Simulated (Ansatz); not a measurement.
# KCl

```xyz
2
Lattice="0.0000 3.1561 3.1561 3.1561 0.0000 3.1561 3.1561 3.1561 0.0000" Properties=species:S:1:pos:R:3 pbc="T T T"
K     0.0000    0.0000    0.0000
Cl    3.1561    3.1561    3.1561
```

Atom numbers follow the list: K1, Cl2.

Structure: COD 9003114, as refined from experiment and not relaxed.

Levels of theory: DFT, PBE, all-electron LAPW, scalar-relativistic (Ansatz 0.2.0); DFT, PBE, PAW with Ansatz's default frozen-core files, scalar-relativistic (Ansatz 0.2.0).

For LAPW: a Γ-centred 7×7×7 k mesh, Fermi–Dirac smearing of 0.03 eV, basis error target 0.5 meV/atom, no spin polarisation. PAW takes a cutoff of 420 eV at this cell. The Ansatz runs share mesh, smearing and spin set-up. Values come from LAPW unless marked.

```
Pressure at this cell                                                                                                  : 5.8 kbar
Band gap                                                                                                               : 5.16 eV, direct at Γ
Löwdin charges (with 0.05 e of the cell spilling out of the atomic basis, so their sizes and signs hang on that basis) : K1 0.76, Cl2 -0.71 e
Bader charges (from the PAW run)                                                                                       : K1 +0.84, Cl2 -0.84 e
Volume per atom                                                                                                        : 31.44 Å³
```
